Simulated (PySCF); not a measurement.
## Reproducing measurements on ethylene glycol

**Experimental background.**

NIST CCCBDB Release 22 (SRD 101), experimental polarizabilities lists, for the gas: mean polarisability 5.71 Å³.

The runs below try to reproduce these values; the comparison stands at the end.

Species: ethylene glycol, C2H6O2.
Numbering: `[OH:1][CH2:2][CH2:3][OH:4]` (hydrogens: H5 on O1; H6, H7 on C2; H8, H9 on C3; H10 on O4)

Structure used (PBE0-D3(BJ)/def2-SVP), in Å, numbered top down from 1:
```
atom  x, y, z in Å
O1     0.257   -1.393    0.338
C2     0.678   -0.050    0.265
C3    -0.340    0.667   -0.592
O4    -1.621    0.546   -0.047
H5     0.732   -1.835    1.047
H6     0.696    0.418    1.268
H7     1.689    0.046   -0.178
H8    -0.090    1.738   -0.654
H9    -0.289    0.255   -1.621
H10   -1.712   -0.391    0.174
```

Runs made with PySCF (gas phase, on this PBE0-D3(BJ)/def2-SVP geometry; no spin–orbit coupling):

| level | job | basis functions | wall time |
| --- | --- | --- | --- |
| PBE0/def2-SVPD | 10 singlets by full TDDFT, 4 Tamm–Dancoff triplets, polarisability, ΔSCF ions | 134 | 38 s |
| B3LYP/def2-SVPD | 10 singlets by full TDDFT, 4 Tamm–Dancoff triplets, polarisability, ΔSCF ions | 134 | 33 s |
| BHandHLYP/def2-SVPD | 10 singlets by full TDDFT, 4 Tamm–Dancoff triplets, polarisability, ΔSCF ions | 134 | 36 s |
| CAM-B3LYP/def2-SVPD | 10 singlets by full TDDFT, 4 Tamm–Dancoff triplets, polarisability, ΔSCF ions | 134 | 42 s |
| HF/def2-SVPD | 10 singlets by TDHF, 4 Tamm–Dancoff triplets, polarisability, ΔSCF ions | 134 | 5.3 s |
| LDA/def2-SVPD | 10 singlets by full TDDFT, 4 Tamm–Dancoff triplets, polarisability, ΔSCF ions | 134 | 21 s |
| PBE/def2-SVPD | 10 singlets by full TDDFT, 4 Tamm–Dancoff triplets, polarisability, ΔSCF ions | 134 | 29 s |

Hardware: Arm Neoverse V1, one thread, no GPU (shared host).

Results beside the measurements:

**Mean polarisability.** Measured: 5.71 Å³ (NIST CCCBDB Release 22 (SRD 101), experimental polarizabilities).

```json
{"level": "PBE0/def2-SVPD", "computed (Å³)": "5.50", "computed − measured (Å³)": "-0.21", "% (from the printed values)": "-4"}
{"level": "B3LYP/def2-SVPD", "computed (Å³)": "5.58", "computed − measured (Å³)": "-0.13", "% (from the printed values)": "-2"}
{"level": "BHandHLYP/def2-SVPD", "computed (Å³)": "5.30", "computed − measured (Å³)": "-0.41", "% (from the printed values)": "-7"}
{"level": "CAM-B3LYP/def2-SVPD", "computed (Å³)": "5.48", "computed − measured (Å³)": "-0.23", "% (from the printed values)": "-4"}
{"level": "HF/def2-SVPD", "computed (Å³)": "5.02", "computed − measured (Å³)": "-0.69", "% (from the printed values)": "-12"}
{"level": "LDA/def2-SVPD", "computed (Å³)": "5.88", "computed − measured (Å³)": "+0.17", "% (from the printed values)": "+3"}
{"level": "PBE/def2-SVPD", "computed (Å³)": "5.82", "computed − measured (Å³)": "+0.11", "% (from the printed values)": "+2"}
```

Closest is PBE/def2-SVPD (+0.11 Å³), furthest HF/def2-SVPD (-0.69 Å³); one molecule doesn't rank methods. The computed values are static and purely electronic, with core orbitals frozen in the response (1 au = 0.148185 Å³). The table of measured values doesn't say here whether a value is static or optical, or holds a vibrational part. The measurement averages over conformers, the calculation has one.

The geometry is computed, not the measured one. Where a level misses, the cause wasn't examined.
